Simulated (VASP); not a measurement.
## Be: single point with PBE0

Crystal: Be.

```xyz
2
Lattice="2.2619 0.0000 0.0000 -1.1309 1.9589 0.0000 0.0000 0.0000 3.5709" Properties=species:S:1:pos:R:3 pbc="T T T"
Be    0.0000    1.3059    0.8927
Be    1.1309    0.6530    2.6782
```

```
Program             : VASP 6.6.1
Task                : single point
Functional          : PBE0
Potentials or basis : VASP PAW PBE potentials, release 64 (Be)
Cutoff              : 450 eV
k mesh              : 12 × 12 × 7
Occupations         : methfessel-paxton, width 0.1 eV
Spin                : no spin polarisation
```

```yaml
Pressure: -0.9 GPa
Band_gap_on_the_k_mesh: none (metal or under the smearing width)
```

Stress tensor (GPa, compression positive):
```
-0.43  0.00  0.00
 0.00 -0.43  0.00
 0.00  0.00 -1.76
```

Levels at points of the mesh, in eV from the Fermi level:
```
           k point  band 1  band 2  band 3  band 4  band 5  band 6
(0.00, 0.00, 0.00)  -14.03   -6.12    1.12   17.20   17.20   20.08
(0.50, 0.00, 0.00)   -6.70   -4.66    3.99    6.88    7.34   10.30
```

Run time: 3.2 min on 4 MPI ranks on Intel(R) Xeon(R) Platinum 8488C (Sapphire Rapids), with other jobs on the host, peak memory 0.13 GiB a rank.

Caveat: the PAW data sets were made with another functional, which shifts forces and pressure a little.
